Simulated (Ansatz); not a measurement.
Consider the formal exchange of groups at the In–H bond: `[OH][InH][SH]` + `CC(=O)OC(C)C` → `C[CH](C)[In]([OH])[SH]` + acetic acid.

Gas-phase electronic energies from Ansatz, PBE0-D4/def2-TZVP geometries. CBS: MP2 limit from def2 TZ/QZ plus the TZ coupled-cluster correction, frozen cores. DFT in def2-TZVPP. B3LYP here is the variant with VWN-RPA as its local correlation; programs differ in this. Elements past krypton have def2 core potentials. For In outer-core shells are correlated without core-valence functions, which leaves a few kJ/mol of doubt a bond. Each species was taken in one conformer, which may not be the lowest.

```json
{"level": "PBE-D4", "ΔE (kcal/mol)": "-7.3", "difference from CCSD(T)/CBS": "0.7"}
{"level": "r2SCAN-D4", "ΔE (kcal/mol)": "-5.4", "difference from CCSD(T)/CBS": "2.6"}
{"level": "PBE0-D4", "ΔE (kcal/mol)": "-6.3", "difference from CCSD(T)/CBS": "1.7"}
{"level": "B3LYP-D4", "ΔE (kcal/mol)": "-5.7", "difference from CCSD(T)/CBS": "2.3"}
{"level": "ωB97X-V", "ΔE (kcal/mol)": "-4.0", "difference from CCSD(T)/CBS": "4.0"}
{"level": "ωB97M-V", "ΔE (kcal/mol)": "-5.0", "difference from CCSD(T)/CBS": "3.0"}
{"level": "B2PLYP", "ΔE (kcal/mol)": "-6.4", "difference from CCSD(T)/CBS": "1.6"}
{"level": "PBE", "ΔE (kcal/mol)": "-7.3", "difference from CCSD(T)/CBS": "0.7"}
{"level": "r2SCAN", "ΔE (kcal/mol)": "-5.5", "difference from CCSD(T)/CBS": "2.5"}
{"level": "PBE0", "ΔE (kcal/mol)": "-6.3", "difference from CCSD(T)/CBS": "1.7"}
{"level": "B3LYP", "ΔE (kcal/mol)": "-5.6", "difference from CCSD(T)/CBS": "2.4"}
{"level": "HF/def2-TZVPP", "ΔE (kcal/mol)": "-1.2", "difference from CCSD(T)/CBS": "6.8"}
{"level": "MP2/def2-TZVPP", "ΔE (kcal/mol)": "-9.4", "difference from CCSD(T)/CBS": "-1.4"}
{"level": "SCS-MP2/def2-TZVPP", "ΔE (kcal/mol)": "-7.7", "difference from CCSD(T)/CBS": "0.3"}
{"level": "CCSD/def2-TZVPP", "ΔE (kcal/mol)": "-6.2", "difference from CCSD(T)/CBS": "1.8"}
{"level": "CCSD(T)/def2-TZVPP", "ΔE (kcal/mol)": "-6.7", "difference from CCSD(T)/CBS": "1.3"}
{"level": "HF/def2-QZVPP", "ΔE (kcal/mol)": "-1.1", "difference from CCSD(T)/CBS": "6.9"}
{"level": "MP2/def2-QZVPP", "ΔE (kcal/mol)": "-10.1", "difference from CCSD(T)/CBS": "-2.1"}
{"level": "SCS-MP2/def2-QZVPP", "ΔE (kcal/mol)": "-8.4", "difference from CCSD(T)/CBS": "-0.4"}
{"level": "HF/CBS(def2)", "ΔE (kcal/mol)": "-1.1", "difference from CCSD(T)/CBS": "6.9"}
{"level": "MP2/CBS(def2)", "ΔE (kcal/mol)": "-10.7", "difference from CCSD(T)/CBS": "-2.7"}
{"level": "CCSD/CBS(def2)", "ΔE (kcal/mol)": "-7.5", "difference from CCSD(T)/CBS": "0.5"}
{"level": "CCSD(T)/CBS", "ΔE (kcal/mol)": "-8.0", "difference from CCSD(T)/CBS": "0"}
```

Largest T1 diagnostic among the species: 0.016.

In def2-TZVPP, CCSD(T) changes the Hartree–Fock value by −5.5 kcal/mol (the triples alone add −0.5 kcal/mol) and MP2 by −8.2 kcal/mol. From PBE to PBE0 (25 % exact exchange), in def2-TZVPP and without D4, ΔE moves by +1.0 kcal/mol.

CCSD(T)/CBS has its own doubt, a few kJ/mol and more with outer-core shells, so smaller differences from it don't rank the levels.
